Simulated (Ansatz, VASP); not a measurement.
# One calculation of Ag, two programs

```
CELL_PARAMETERS angstrom
-1.65565 1.65565 1.65565
1.65565 -1.65565 1.65565
1.65565 1.65565 -1.65565
ATOMIC_POSITIONS crystal
Ag 0.00000 0.00000 0.00000
```

This isn't the form of Ag at room conditions, which is fcc.

Alike in both runs: task relaxation of cell and atoms; functional PBEsol; k mesh 18 × 18 × 18; occupations gaussian, width 0.1 eV; no spin polarisation.

```csv
,VASP,Ansatz
version,VASP 6.6.1,Ansatz 0.2.0
potentials or method,"VASP PAW PBE potentials, release 64 (Ag)","scalar-relativistic, plane waves, PAW"
plane-wave cutoff (eV),600,420
valence electrons in the cell,11,19
```

VASP gave:

```
gap on the k mesh at the Fermi level, each at its own relaxed structure (eV) : none
relaxed volume (Å³/atom)                                                     : 16.75
relaxed cell length with the largest relative difference (Å)                 : 2.792
energy change over the relaxation (meV/atom)                                 : -35
```

**Question.** Which values does Ansatz return?

**Answer.** gap on the k mesh at the Fermi level, each at its own relaxed structure (eV): none; relaxed volume (Å³/atom): 16.77; relaxed cell length with the largest relative difference (Å): 2.793; energy change over the relaxation (meV/atom): -34.

A gap of «none» marks a metal or a gap that the smearing closes. The two sets of potentials don't hold the same shells in valence.

Caveats: the PAW data sets were made with another functional, which shifts forces and pressure a little (VASP).
